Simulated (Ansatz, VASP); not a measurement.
## One calculation of Zr3S2, two programs

INCAR

```
PREC     = Accurate       # precision mode
ENCUT    = 520            # plane-wave cutoff, eV
EDIFF    = 1E-7           # SCF threshold, eV
ISMEAR   = -1             # smearing method
SIGMA    = 0.05           # smearing width, eV
LREAL    = F              # projectors in reciprocal space
LASPH    = T              # aspherical terms in the spheres
NELM     = 80             # most SCF steps
ALGO     = Normal         # electronic algorithm
ISIF     = 2              # what is computed and relaxed
LWAVE    = F              # write WAVECAR
LCHARG   = F              # write CHGCAR
GGA      = PS             # functional
NBANDS   = 32             # bands
KPAR     = 2
```

KPOINTS

```
regular mesh
0
Gamma
  6 6 6
```

POSCAR

```
Zr3S2
1.0
    2.9025379727      1.6757810799      3.4877732718
   -2.9025379727      1.6757810799      3.4877732718
    0.0000000000     -3.3515621597      3.4877732718
Zr S
3 2
Direct
    0.8451640000      0.4957590000      0.1468560000
    0.4962570000      0.1619030000      0.8477010000
    0.1402330000      0.8567920000      0.4974680000
    0.6568480000      0.6643250000      0.6612470000
    0.3326670000      0.3457420000      0.3378430000
```

File input.yaml:

```yaml
crystal:
  lattice:
    - [2.9025379727, 1.6757810799, 3.4877732718]
    - [-2.9025379727, 1.6757810799, 3.4877732718]
    - [0.0, -3.3515621597, 3.4877732718]
  atoms:
    - { symbol: Zr, position: [0.845164, 0.495759, 0.146856] }
    - { symbol: Zr, position: [0.496257, 0.161903, 0.847701] }
    - { symbol: Zr, position: [0.140233, 0.856792, 0.497468] }
    - { symbol: S, position: [0.656848, 0.664325, 0.661247] }
    - { symbol: S, position: [0.332667, 0.345742, 0.337843] }
hamiltonian:
  xc: pbesol
  pseudopotentials: { kind: paw }
kpoints:
  mp_grid: { grid: [6, 6, 6] }
scf:
  occupations: { method: fermi_dirac, width: 0.05 }
output:
  forces: true
  stress: true
  eigenvalues: true
  write_density: true
  write_potential: true
  elf: true
  volumetric_format: npy
```

Change from the starting cell: atoms moved at random, drawn with an rms of 0.05 Å.

Alike in both runs: task single point; functional PBEsol; k mesh 6 × 6 × 6; occupations fermi-dirac, width 0.05 eV; no spin polarisation.

```csv
,VASP,Ansatz
version,VASP 6.6.1,Ansatz 0.2.0
potentials or method,"VASP PAW PBE potentials, release 64 (Zr_sv, S)",Ansatz PAW
plane-wave cutoff (eV),520,420
valence electrons in the cell,48,48
```

```tsv
	VASP	Ansatz	Ansatz less VASP
gap on the k mesh at the Fermi level (eV)	none	none	-
pressure (GPa)	-5.5	-5.7	-0.14
largest component of the traceless stress (GPa)	0.63	0.63	-0.004
rms of the force components (eV/Å)	0.369	0.371	+0.0016
```

Atom by atom the forces differ by 0.003 eV/Å (rms over components). A gap of «none» marks a metal or a gap that the smearing closes.

Caveats: the PAW data sets were made with another functional, which shifts forces and pressure a little (VASP); the PAW data sets come from PBE, with cores solved anew for the run's functional, which leaves a small shift of forces and pressure (Ansatz).
